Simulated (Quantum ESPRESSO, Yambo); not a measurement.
Planning a run of Yambo 5.3.0 on NaCl (Fm-3m). The input:

```
HF_and_locXC
gw0
dyson
cohsex
em1s
rim_cut
RandQpts= 1000000
RandGvec= 1 RL
EXXRLvcs= 76 Ry
VXCRLvcs= 304 Ry
Chimod= "HARTREE"
% BndsRnXs
 1 | 124 |
%
NGsBlkXs= 10.5 Ry
% LongDrXs
 1 | 1 | 1 |
%
% GbndRnge
 1 | 124 |
%
DysSolver= "n"
ExtendOut
% QPkrange
 1 | 1 | 7 | 10 |
%
```

The database entry behind the starting cell differs from later determinations by our own check (an axis about 0.4 % short against later determinations), so it need not match the best structure at ambient conditions.

```sh
OMP_NUM_THREADS=1 mpirun -n 8 yambo -F gw4.in -J gw4 -C gw4 > gw4.log
```

The stored states that it reads are on a 4×4×4 mesh. Symmetry: Fm-3m, No. 225, cubic system. The conventional cell has a = 5.620 Å, b = 5.620 Å, c = 5.620 Å, α = 90.00°, β = 90.00°, γ = 90.00°. Na has 6 Cl at 2.81 Å nearest. Nearest to Cl lie 6 Na at 2.81 Å. Farther neighbours and most contacts between anions are not listed.

**Question.** Estimate wall time and host memory on 8 MPI ranks of Intel Xeon Platinum 8488C (Sapphire Rapids), shared host.

It took 19 s; on shared hardware allow 9.4 s to 38 s. Peak host memory was 3.0 GiB.

The screening grows as filled bands × empty bands × pairs of k points, times the square of the screening basis for the matrix.

[Paths, hosts, dates, memory and timing lines, banners, echoed tables and standing remarks are left out of the program output.]

[Logs are printed without paths, hosts, clocks, repeated set-up lines and the standing remarks that a program may print on its own settings, such as how far it seeks lower states.]

[Runs of the session that timed out or met a known fault of the program may be left out.]

[Hosts, paths, dates, database ids (printed as entryN), source tags and the programs' standing remarks are cut or masked in the printed files.]
